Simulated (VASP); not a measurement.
# Sb (Fm-3m) in VASP: a series of runs

One crystal, Sb, is run at these levels: revPBE; tasks: single point, relaxation of cell and atoms.

Everything below comes from runs of VASP 6.6.1. Logs are shortened: lines on timing, memory, paths and dates and some standing lists are left out, and cuts for length are marked.

## (1) The structure

It takes space group Fm-3m (No. 225, cubic). The conventional cell has a = 4.814 Å, b = 4.814 Å, c = 4.814 Å, α = 90.00°, β = 90.00°, γ = 90.00°. Around Sb (site symmetry m-3m) lie 12 Sb at 3.40 Å.

The cell was built by a generator and needn't be a form met in nature.

## (2) Single point, revPBE

INCAR

```
SYSTEM = Sb
PREC     = Accurate       ! precision mode
ENCUT    = 520            ! plane-wave cutoff, eV
EDIFF    = 1E-6           ! SCF threshold, eV
ISMEAR   = -1             ! smearing method
SIGMA    = 0.1            ! smearing width, eV
LREAL    = .False.        ! projectors in reciprocal space
LASPH    = .True.         ! aspherical terms in the spheres
NELM     = 80             ! most SCF steps
ALGO     = Normal         ! electronic algorithm
ISIF     = 2              ! what is computed and relaxed
LWAVE    = .False.        ! write WAVECAR
LCHARG   = .False.        ! write CHGCAR
GGA      = RE             ! functional
NBANDS   = 8              ! bands
```

KPOINTS

```
regular mesh
0
Gamma
  11 11 11
  0 0 0
```

POSCAR

```
Sb
1.0
    0.0000000000      2.4071007743      2.4071007743
    2.4071007743      0.0000000000      2.4071007743
    2.4071007743      2.4071007743      0.0000000000
Sb
1
Direct
    0.0000000000      0.0000000000      0.0000000000
```

Potentials or basis: VASP PAW PBE potentials, release 64 (Sb).

Command:

```console
> cat potpaw_PBE.64/Sb/POTCAR > POTCAR
> mpirun -np 1 vasp_std > vasp.out
```

OUTCAR:

```text
SYSTEM = Sb
   PREC = Accurate
   ENCUT = 520
   EDIFF = 1E-6
   ISMEAR = -1
   LREAL = .False.
   LASPH = .True.
   NELM = 80
   ISIF = 2
   GGA = RE

 ion  position               nearest neighbor table
   1  0.000  0.000  0.000-

  LATTYP: Found a face centered cubic cell.
 ALAT       =     4.8142015486

  Lattice vectors:

 A1 = (   0.0000000000,   2.4071007743,   2.4071007743)
 A2 = (   2.4071007743,   0.0000000000,   2.4071007743)
 A3 = (   2.4071007743,   2.4071007743,   0.0000000000)

Analysis of symmetry for initial positions (statically):
=====================================================================
 Subroutine PRICEL returns:
 Original cell was already a primitive cell.

 Routine SETGRP: Setting up the symmetry group for a
 face centered cubic supercell.

 Subroutine GETGRP returns: Found 48 space group operations
 (whereof 48 operations were pure point group operations)
 out of a pool of 48 trial point group operations.

The static configuration has the point symmetry O_h .

Analysis of symmetry for dynamics (positions and initial velocities):
=====================================================================
 Subroutine PRICEL returns:
 Original cell was already a primitive cell.

 Routine SETGRP: Setting up the symmetry group for a
 face centered cubic supercell.

 Subroutine GETGRP returns: Found 48 space group operations
 (whereof 48 operations were pure point group operations)
 out of a pool of 48 trial point group operations.

The dynamic configuration has the point symmetry O_h .

 Subroutine INISYM returns: Found 48 space group operations
 (whereof 48 operations are pure point group operations),
 and found     1 'primitive' translations

----------------------------------------------------------------------------------------

                                     Primitive cell

  volume of cell :      27.8941

  direct lattice vectors                    reciprocal lattice vectors
     0.000000000  2.407100774  2.407100774    -0.207718765  0.207718765  0.207718765
     2.407100774  0.000000000  2.407100774     0.207718765 -0.207718765  0.207718765
     2.407100774  2.407100774  0.000000000     0.207718765  0.207718765 -0.207718765

  length of vectors
     3.404154561  3.404154561  3.404154561     0.359779455  0.359779455  0.359779455

  position of ions in fractional coordinates (direct lattice)
     0.000000000  0.000000000  0.000000000

  ion indices of the primitive-cell ions
   primitive index   ion index
                 1           1

----------------------------------------------------------------------------------------

 KPOINTS: regular mesh

Automatic generation of k-mesh.
 Grid dimensions read from file:
 generate k-points for:   11   11   11

 Generating k-lattice:

  Cartesian coordinates                     Fractional coordinates (reciprocal lattice)
    -0.018883524  0.018883524  0.018883524     0.090909091  0.000000000  0.000000000
     0.018883524 -0.018883524  0.018883524     0.000000000  0.090909091  0.000000000
     0.018883524  0.018883524 -0.018883524     0.000000000  0.000000000  0.090909091

  Length of vectors
     0.032707223  0.032707223  0.032707223

  Shift w.r.t. Gamma in fractional coordinates (k-lattice)
     0.000000000  0.000000000  0.000000000

 Subroutine IBZKPT returns following result:
 ===========================================

 Found     56 irreducible k-points:

 Following reciprocal coordinates:
            Coordinates               Weight
  0.000000  0.000000  0.000000      1.000000
  0.090909  0.000000  0.000000      8.000000
  0.181818  0.000000  0.000000      8.000000
  0.272727  0.000000  0.000000      8.000000
  0.363636  0.000000  0.000000      8.000000
  0.454545  0.000000  0.000000      8.000000
[... 16 lines left out ...]
 -0.272727  0.181818  0.000000     24.000000
 -0.181818  0.181818  0.000000     12.000000
 [... further k-points ...]
   k-points           NKPTS =     56   k-points in BZ     NKDIM =     56   number of bands    NBANDS=      8
   number of dos      NEDOS =    301   number of ions     NIONS =      1
   total plane-waves  NPLWV =  21952
   dimension x,y,z NGX =    28 NGY =   28 NGZ =   28
   dimension x,y,z NGXF=    56 NGYF=   56 NGZF=   56
   ions per type =               1
   NGX,Y,Z   is equivalent  to a cutoff of  13.67, 13.67, 13.67 a.u.
   NGXF,Y,Z  is equivalent  to a cutoff of  27.35, 27.35, 27.35 a.u.
 SYSTEM =  Sb
   PREC   = accura    normal or accurate (medium, high low for compatibility)
   ISTART =      0    job   : 0-new  1-cont  2-samecut
   ICHARG =      2    charge: 1-file 2-atom 10-const
   ISPIN  =      1    spin polarized calculation?
   LNONCOLLINEAR =      F non collinear calculations
   LSORBIT =      F    spin-orbit coupling
   LASPH  =      T    aspherical Exc in radial PAW
   ENCUT  =  520.0 eV  38.22 Ry    6.18 a.u.   6.33  6.33  6.33*2*pi/ulx,y,z
   NELM   =     80;   NELMIN=  2; NELMDL= -5     # of ELM steps
   EDIFF  = 0.1E-05   stopping-criterion for ELM
   LREAL  =      F    real-space projection
   EDIFFG = 0.1E-04   stopping-criterion for IOM
   NSW    =      0    number of steps for IOM
   IBRION =     -1    ionic relax: 0-MD 1-quasi-New 2-CG
   NFREE  =      0    steps in history (QN), initial steepest desc. (CG)
   ISIF   =      2    stress and relaxation
   ISYM   =      2    0-nonsym 1-usesym 2-fastsym
   POTIM  = 0.5000    time-step for ionic-motion
   TEBEG  =    0.0;   TEEND  =   0.0 temperature during run
   PSTRESS=    0.0 pullay stress
   NELECT =       5.0000    total number of electrons
   NUPDOWN=      -1.0000    fix difference up-down
   EMIN   =  10.00;   EMAX   =-10.00  energy-range for DOS
   EFERMI =   0.00;   METHOD = LEGACY
   ISMEAR =    -1;   SIGMA  =   0.10  broadening in eV -4-tet -1-fermi 0-gaus
   EFERMI_NEDOS =   21; number of points for ismear=-14 and -15
   IALGO  =     38    algorithm
   IMIX   =      4    mixing-type and parameters
     AMIX     =   0.40;   BMIX     =  1.00
     AMIX_MAG =   1.60;   BMIX_MAG =  1.00
  volume/ion in A,a.u.               =      27.89       188.24
  Fermi-wavevector in a.u.,A,eV,Ry     =   0.923054  1.744320 11.592560  0.852029
  Thomas-Fermi vector in A             =   2.048649
   LORBIT       =      0    0 simple, 1 ext, 2 COOP (PROOUT), +10 PAW based schemes
   GGA     = RE    functional components
   LHFCALC =     F    Hartree Fock is set to
   AEXX    =    0.0000 exact exchange contribution
   IVDW    =     0    specifies the selected vdW correction
   LEPSILON=     F    determine dielectric tensor
   LRPA    =     F    only Hartree local field effects (RPA)
 non-spin polarized calculation
  energy-cutoff  :      520.00
  volume of cell :       27.89
 maximum number of plane-waves:       763
 NGX is ok and might be reduce to    28
   NGX = 13   NGY = 13   NGZ = 13

 number of electron       5.0000000 magnetization

 Free energy of the ion-electron system (eV)
  ---------------------------------------------------
  ext. energy  EPLUGINS =         0.00000000
  ---------------------------------------------------
  free energy    TOTEN  =        -3.50527697 eV

  energy without entropy =       -3.47847481  energy(sigma->0) =       -3.49187589

 E-fermi :   8.1427     XC(G=0): -10.0511

 val. band max:        8.1215332633   @ k =   0.4545   0.2727   0.0909
 cond. band min:       8.2837972548   @ k =   0.2727   0.2727   0.0000
 fundamental gap:      0.1622639916
 Fermi energy:         8.1426511128

 k-point     1 :       0.0000    0.0000    0.0000
  band No.  band energies     occupation
      1      -4.5027      2.00000
      2      13.2298      0.00000
      3      13.2298      0.00000
      4      13.2298      0.00000
      5      17.9562      0.00000
      6      17.9562      0.00000
      7      17.9562      0.00000
      8      18.3497      0.00000

 k-point     2 :       0.0909    0.0000    0.0000
  band No.  band energies     occupation
      1      -4.3447      2.00000
      2      11.8438      0.00000
      3      13.0330      0.00000
      4      13.0330      0.00000
      5      17.0263      0.00000
      6      18.2813      0.00000
      7      18.2813      0.00000
      8      19.9412      0.00000

 k-point     3 :       0.1818    0.0000    0.0000
  band No.  band energies     occupation
      1      -3.8742      2.00000
      2       9.2867      0.00002
      3      12.5996      0.00000
      4      12.5996      0.00000
      5      16.4664      0.00000
      6      18.7135      0.00000
      7      18.7135      0.00000
      8      20.4397      0.00000

 k-point     4 :       0.2727    0.0000    0.0000
  band No.  band energies     occupation
      1      -3.1076      2.00000
      2       6.7125      2.00000
      3      12.1556      0.00000
      4      12.1556      0.00000
      5      16.1563      0.00000
      6      18.1702      0.00000
      7      18.1702      0.00000
      8      19.3646      0.00000

 k-point     5 :       0.3636    0.0000    0.0000
  band No.  band energies     occupation
      1      -2.1031      2.00000
      2       4.4419      2.00000
      3      11.8208      0.00000
      4      11.8208      0.00000
      5      16.0514      0.00000
      6      17.5251      0.00000
      7      17.5251      0.00000
      8      18.4035      0.00000

 k-point     6 :       0.4545    0.0000    0.0000
  band No.  band energies     occupation
      1      -1.1257      2.00000
      2       2.8182      2.00000
      3      11.6447      0.00000
      4      11.6447      0.00000
      5      16.0712      0.00000
      6      17.1723      0.00000
      7      17.1723      0.00000
      8      17.8428      0.00000

 k-point     7 :       0.0909    0.0909    0.0000
  band No.  band energies     occupation
      1      -4.2919      2.00000
      2      12.3656      0.00000
      3      12.4746      0.00000
      4      12.4746      0.00000
      5      16.3438      0.00000
      6      18.9151      0.00000
      7      18.9151      0.00000
      8      19.4088      0.00000
[... 133 lines left out ...]
 k-point    20 :       0.4545    0.1818    0.0000
  band No.  band energies     occupation
      1      -1.2254      2.00000
      2       4.2834      2.00000
      3       9.0472      0.00024
      4      10.2383      0.00000
      5      14.3248      0.00000
      6      18.5611      0.00000
      7      19.6346      0.00000
      8      20.4896      0.00000

 k-point    21 :      -0.4545    0.1818    0.0000
  band No.  band energies     occupation
      1      -0.4787      2.00000
      2       3.1502      2.00000
      3       8.4301      0.10688
      4      10.5182      0.00000
      5      14.4933      0.00000
      6      18.9986      0.00000
      7      19.0558      0.00000
      8      21.7653      0.00000

 k-point    22 :      -0.3636    0.1818    0.0000
  band No.  band energies     occupation
      1      -0.9144      2.00000
      2       3.8027      2.00000
      3       8.0855      1.27817
      4      11.0667      0.00000
      5      14.9940      0.00000
      6      18.7280      0.00000
      7      18.7938      0.00000
      8      22.3260      0.00000

 k-point    23 :      -0.2727    0.1818    0.0000
  band No.  band energies     occupation
      1      -1.9311      2.00000
      2       5.6025      2.00000
      3       8.0794      1.30628
      4      11.8090      0.00000
      5      15.8095      0.00000
      6      18.5792      0.00000
      7      18.6684      0.00000
      8      20.5101      0.00000

 k-point    24 :      -0.1818    0.1818    0.0000
  band No.  band energies     occupation
      1      -2.8502      2.00000
      2       7.5095      1.99645
      3       8.7367      0.00525
      4      12.5606      0.00000
      5      16.9161      0.00000
      6      18.0942      0.00000
      7      18.7991      0.00000
      8      19.1831      0.00000

 [... further k-points ...]
[... 5 lines left out ...]
  --------------------------------------------------------------------------------------
  -------------------------------------------------------------------------------------
  Total       -0.0369923     -0.0369923     -0.0369923     -0.0000000      0.0000000     -0.0000000
  in kB       -2.1247578     -2.1247578     -2.1247578     -0.0000000      0.0000000     -0.0000000
  external PRESSURE =      -2.1247578 kB  Pullay stress =       0.0000000 kB

 VOLUME and BASIS-vectors are now :
 -----------------------------------------------------------------------------
  energy-cutoff  :      520.00
  volume of cell :       27.89
      direct lattice vectors                 reciprocal lattice vectors
     0.000000000  2.407100774  2.407100774    -0.207718765  0.207718765  0.207718765
     2.407100774  0.000000000  2.407100774     0.207718765 -0.207718765  0.207718765
     2.407100774  2.407100774  0.000000000     0.207718765  0.207718765 -0.207718765

 POSITION                                       TOTAL-FORCE (eV/Angst)
 -----------------------------------------------------------------------------------
      0.00000      0.00000      0.00000        -0.000000      0.000000      0.000000
 -----------------------------------------------------------------------------------
    total drift:                                0.000000      0.000000      0.000000

  FREE ENERGIE OF THE ION-ELECTRON SYSTEM (eV)
  ---------------------------------------------------
  free  energy   TOTEN  =        -3.5052769719 eV

  energy  without entropy=       -3.4784748075  energy(sigma->0) =       -3.49187589
```

Run time: 8.2 s. Hardware: 1 thread of Intel Xeon Platinum 8488C (Sapphire Rapids), shared host; peak memory 0.15 GiB.

What came out:

| Item | Value |
| --- | --- |
| Free energy | -3.5053 eV |
| Pressure | -0.2 GPa |
| Band gap on the k mesh | none (metal or under the smearing width) |

Caveat: the PAW data sets were made with another functional, which shifts forces and pressure a little. Spin-orbit coupling is left out, which matters for the levels of Sb.

(Continued in part 2 of 2.)
